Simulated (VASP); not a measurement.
Wanted: the native input for a VASP 6.6.1 run.

```
Task                   : single point
Functional             : PBE
Potentials or basis    : VASP PAW PBE potentials, release 64 (Os)
Cutoff                 : 520 eV
k mesh                 : 11 × 11 × 6
Occupations            : gaussian, width 0.024 eV
Spin                   : no spin polarisation
Further INCAR settings : ALGO = Fast; EDIFF = 1e-06; NBANDS = 15
```

The structure of Os lies in POSCAR:

```
Os
1.0
    2.7341000000      0.0000000000      0.0000000000
   -1.3670500000      2.3678000565      0.0000000000
    0.0000000000      0.0000000000      4.3197000000
Os
2
Direct
    0.6666666667      0.3333333333      0.7500000000
    0.3333333333      0.6666666667      0.2500000000
```

The input as run:

INCAR

```
PREC     = Accurate       # precision mode
ENCUT    = 520            # plane-wave cutoff, eV
EDIFF    = 1E-6           # SCF threshold, eV
ISMEAR   = 0              # smearing method
SIGMA    = 0.024          # smearing width, eV
LREAL    = F              # projectors in reciprocal space
LASPH    = T              # aspherical terms in the spheres
NELM     = 80             # most SCF steps
ALGO     = Fast           # electronic algorithm
ISIF     = 2              # what is computed and relaxed
LWAVE    = F              # write WAVECAR
LCHARG   = F              # write CHGCAR
GGA      = PE             # functional
NBANDS   = 15             # bands
```

KPOINTS

```
regular mesh
0
Gamma
  11 11 6
```

Potentials or basis: VASP PAW PBE potentials, release 64 (Os).

The run is started by

```sh
$ cat potpaw_PBE.64/Os/POTCAR > POTCAR
$ mpirun -np 1 vasp_std > vasp.out
```

Results of the run:

```yaml
Pressure: 8.7 GPa
Band_gap_on_the_k_mesh: none (metal or under the smearing width)
```

Wall time 25 s on 1 thread of Intel(R) Xeon(R) Platinum 8488C (Sapphire Rapids) (shared host), peak memory 0.15 GiB.
